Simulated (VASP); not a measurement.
# CaSe (Fm-3m) in VASP: single point with PBE

Aim: the single point of CaSe with PBE.

Everything below comes from runs of VASP 6.6.1. Logs are shortened: lines on timing, memory, paths and dates and some standing lists are left out, and cuts for length are marked.

**The experiment to reproduce.**

From a printed reference work, monograph, original work of 1988, for a bulk crystal of CaSe at 2 K: band gap 3.85 eV (indirect).

The results are compared with them further down.

**1. The cell of the first run**

The structure is cubic, space group Fm-3m (No. 225). The conventional cell has a = 5.912 Å, b = 5.912 Å, c = 5.912 Å, α = 90.00°, β = 90.00°, γ = 90.00°. Ca (site symmetry m-3m) has 6 Se at 2.96 Å within 3.9 Å. Within 3.9 Å of Se (site symmetry m-3m) lie 6 Ca at 2.96 Å.

**2. Single point, PBE**

File INCAR:

```
SYSTEM = CaSe
PREC     = Accurate       ! precision mode
ENCUT    = 520            ! plane-wave cutoff, eV
EDIFF    = 1E-6           ! SCF threshold, eV
ISMEAR   = 0              ! smearing method
SIGMA    = 0.05           ! smearing width, eV
LREAL    = .FALSE.        ! projectors in reciprocal space
LASPH    = .TRUE.         ! aspherical terms in the spheres
NELM     = 80             ! most SCF steps
ALGO     = Normal         ! electronic algorithm
ISIF     = 2              ! what is computed and relaxed
LWAVE    = .FALSE.        ! write WAVECAR
LCHARG   = .TRUE.         ! write CHGCAR
GGA      = PE             ! functional
LELF     = .TRUE.         ! ELF
LVHAR    = .TRUE.       
NBANDS   = 15             ! bands
```

File KPOINTS:

```
Automatic mesh
0
G
  10 10 10
  0 0 0
```

File POSCAR:

```
CaSe
1.0
    0.0000000000      2.9560000000      2.9560000000
    2.9560000000      0.0000000000      2.9560000000
    2.9560000000      2.9560000000      0.0000000000
Ca Se
1 1
Direct
    0.0000000000      0.0000000000      0.0000000000
    0.5000000000      0.5000000000      0.5000000000
```

Potentials or basis: VASP PAW PBE potentials, release 64 (Ca_sv, Se).

Launch:

```
> cat potpaw_PBE.64/Ca_sv/POTCAR potpaw_PBE.64/Se/POTCAR > POTCAR
> mpirun -np 1 vasp_std > vasp.out
```

OUTCAR:

```text
SYSTEM = CaSe
   PREC = Accurate
   ENCUT = 520
   EDIFF = 1E-6
   ISMEAR = 0
   LREAL = .FALSE.
   LASPH = .TRUE.
   NELM = 80
   ISIF = 2
   GGA = PE

 ion  position               nearest neighbor table
   1  0.000  0.000  0.000-   2 2.96   2 2.96   2 2.96   2 2.96   2 2.96   2 2.96
   2  0.500  0.500  0.500-   1 2.96   1 2.96   1 2.96   1 2.96   1 2.96   1 2.96

  LATTYP: Found a face centered cubic cell.
 ALAT       =     5.9120000000

  Lattice vectors:

 A1 = (   0.0000000000,   2.9560000000,   2.9560000000)
 A2 = (   2.9560000000,   0.0000000000,   2.9560000000)
 A3 = (   2.9560000000,   2.9560000000,   0.0000000000)

Analysis of symmetry for initial positions (statically):
=====================================================================
 Subroutine PRICEL returns:
 Original cell was already a primitive cell.

 Routine SETGRP: Setting up the symmetry group for a
 face centered cubic supercell.

 Subroutine GETGRP returns: Found 48 space group operations
 (whereof 48 operations were pure point group operations)
 out of a pool of 48 trial point group operations.

The static configuration has the point symmetry O_h .

Analysis of symmetry for dynamics (positions and initial velocities):
=====================================================================
 Subroutine PRICEL returns:
 Original cell was already a primitive cell.

 Routine SETGRP: Setting up the symmetry group for a
 face centered cubic supercell.

 Subroutine GETGRP returns: Found 48 space group operations
 (whereof 48 operations were pure point group operations)
 out of a pool of 48 trial point group operations.

The dynamic configuration has the point symmetry O_h .

 Subroutine INISYM returns: Found 48 space group operations
 (whereof 48 operations are pure point group operations),
 and found     1 'primitive' translations

----------------------------------------------------------------------------------------

                                     Primitive cell

  volume of cell :      51.6587

  direct lattice vectors                    reciprocal lattice vectors
     0.000000000  2.956000000  2.956000000    -0.169147497  0.169147497  0.169147497
     2.956000000  0.000000000  2.956000000     0.169147497 -0.169147497  0.169147497
     2.956000000  2.956000000  0.000000000     0.169147497  0.169147497 -0.169147497

  length of vectors
     4.180415290  4.180415290  4.180415290     0.292972058  0.292972058  0.292972058

  position of ions in fractional coordinates (direct lattice)
     0.000000000  0.000000000  0.000000000
     0.500000000  0.500000000  0.500000000

  ion indices of the primitive-cell ions
   primitive index   ion index
                 1           1
                 2           2

----------------------------------------------------------------------------------------
[... 87 lines left out ...]
   IALGO  =     38    algorithm
   IMIX   =      4    mixing-type and parameters
     AMIX     =   0.40;   BMIX     =  1.00
     AMIX_MAG =   1.60;   BMIX_MAG =  1.00
  volume/ion in A,a.u.               =      25.83       174.30
  Fermi-wavevector in a.u.,A,eV,Ry     =   1.107645  2.093145 16.692666  1.226876
  Thomas-Fermi vector in A             =   2.244161
   LORBIT       =      0    0 simple, 1 ext, 2 COOP (PROOUT), +10 PAW based schemes
   GGA     = PE    functional components
   LHFCALC =     F    Hartree Fock is set to
   AEXX    =    0.0000 exact exchange contribution
   IVDW    =     0    specifies the selected vdW correction
   LEPSILON=     F    determine dielectric tensor
   LRPA    =     F    only Hartree local field effects (RPA)
 non-spin polarized calculation
 Gauss-broadening in eV      SIGMA  =   0.05
  energy-cutoff  :      520.00
  volume of cell :       51.66
 maximum number of plane-waves:      1411
   NGX = 15   NGY = 15   NGZ = 15

 number of electron      15.9999998 magnetization

 Free energy of the ion-electron system (eV)
  ---------------------------------------------------
  ext. energy  EPLUGINS =         0.00000000
  ---------------------------------------------------
  free energy    TOTEN  =        -9.48004952 eV

  energy without entropy =       -9.48004952  energy(sigma->0) =       -9.48004952

 E-fermi :   2.6826     XC(G=0):  -9.1623

 val. band max:        2.4580531246   @ k =   0.0000   0.0000   0.0000
 cond. band min:       4.4778182953   @ k =   0.5000   0.5000   0.0000
 fundamental gap:      2.0197651707
 Fermi energy:         2.6826387002

 k-point     1 :       0.0000    0.0000    0.0000
  band No.  band energies     occupation
      1     -37.2860      2.00000
      2     -18.2803      2.00000
      3     -18.2803      2.00000
      4     -18.2803      2.00000
      5      -9.3466      2.00000
      6       2.4581      2.00000
      7       2.4581      2.00000
      8       2.4581      2.00000
      9       5.8086      0.00000
     10       6.1638      0.00000
     11       6.1638      0.00000
     12       6.1638      0.00000
     13       6.7343      0.00000
     14       6.7343      0.00000
[... 401 lines left out ...]
      2     -18.3533      2.00000
      3     -18.3083      2.00000
      4     -18.3054      2.00000
      5      -8.8113      2.00000
      6      -0.0471      2.00000
      7       1.4168      2.00000
      8       1.5852      2.00000
      9       4.9993      0.00000
     10       7.4835      0.00000
     11       7.6494      0.00000
     12       8.3378      0.00000
     13       8.3449      0.00000
     14       9.3473      0.00000
     15      11.6079      0.00000

 [... further k-points ...]

------------------------ aborting loop because EDIFF is reached ----------------------------------------

  FORCE on cell =-STRESS in cart. coord.  units (eV):
  Direction    XX          YY          ZZ          XY          YZ          ZX
  --------------------------------------------------------------------------------------
  -------------------------------------------------------------------------------------
  Total        0.4338224      0.4338224      0.4338224      0.0000000      0.0000000      0.0000000
  in kB       13.4548615     13.4548615     13.4548615      0.0000000      0.0000000      0.0000000
  external PRESSURE =      13.4548615 kB  Pullay stress =       0.0000000 kB

 VOLUME and BASIS-vectors are now :
 -----------------------------------------------------------------------------
  energy-cutoff  :      520.00
  volume of cell :       51.66
      direct lattice vectors                 reciprocal lattice vectors
     0.000000000  2.956000000  2.956000000    -0.169147497  0.169147497  0.169147497
     2.956000000  0.000000000  2.956000000     0.169147497 -0.169147497  0.169147497
     2.956000000  2.956000000  0.000000000     0.169147497  0.169147497 -0.169147497

 POSITION                                       TOTAL-FORCE (eV/Angst)
 -----------------------------------------------------------------------------------
      0.00000      0.00000      0.00000         0.000000     -0.000000     -0.000000
      2.95600      2.95600      2.95600        -0.000000      0.000000      0.000000
 -----------------------------------------------------------------------------------
    total drift:                                0.000000     -0.000000     -0.000000

  FREE ENERGIE OF THE ION-ELECTRON SYSTEM (eV)
  ---------------------------------------------------
  free  energy   TOTEN  =        -9.4800495172 eV

  energy  without entropy=       -9.4800495172  energy(sigma->0) =       -9.48004952
```

OSZICAR:

```text
N       E                     dE             d eps       ncg     rms          rms(c)
DAV:   1     0.109380018365E+03    0.10938E+03   -0.74057E+03  1410   0.976E+02
DAV:   2    -0.495585284824E+01   -0.11434E+03   -0.10864E+03  1732   0.245E+02
DAV:   3    -0.942047523845E+01   -0.44646E+01   -0.44283E+01  1972   0.470E+01
DAV:   4    -0.961966495223E+01   -0.19919E+00   -0.19907E+00  1942   0.824E+00
DAV:   5    -0.962101077429E+01   -0.13458E-02   -0.13457E-02  1876   0.760E-01    0.425E+00
DAV:   6    -0.948382856565E+01    0.13718E+00   -0.18074E-01  1690   0.226E+00    0.253E+00
DAV:   7    -0.947604788064E+01    0.77807E-02   -0.97616E-02  1834   0.198E+00    0.807E-01
DAV:   8    -0.947982438589E+01   -0.37765E-02   -0.11233E-02  1516   0.819E-01    0.114E-01
DAV:   9    -0.947992171099E+01   -0.97325E-04   -0.58698E-04  1887   0.251E-01    0.456E-02
DAV:  10    -0.948003217896E+01   -0.11047E-03   -0.14345E-04  1550   0.744E-02    0.160E-02
DAV:  11    -0.948005096232E+01   -0.18783E-04   -0.43384E-05  1746   0.581E-02    0.900E-03
DAV:  12    -0.948004995651E+01    0.10058E-05   -0.20346E-06  1742   0.116E-02    0.436E-03
DAV:  13    -0.948004951721E+01    0.43930E-06   -0.75413E-07  1076   0.587E-03
   1 F= -.94800495E+01 E0= -.94800495E+01  d E =-.146358E-12
```

It took 13 s on 1 thread of Intel Xeon 6975P-C (Granite Rapids), shared host; peak memory 0.19 GiB.

Results:

```
Free energy            : -9.4800 eV
Pressure               : 1.3 GPa
Band gap on the k mesh : 2.02 eV, indirect (least direct gap 2.96 eV)
```

**3. Against experiment**

Step 2. Measured gap of CaSe: 3.85 eV (indirect; 2 K; a printed reference work, monograph, original work of 1988). This calculation gives 2.02 eV (-1.83 eV). Spin-orbit coupling on Se is left out. The value is that of PBE on a finite k mesh, which can miss the band edges, without temperature or zero-point motion. Semilocal functionals fall short of measured gaps as a rule.
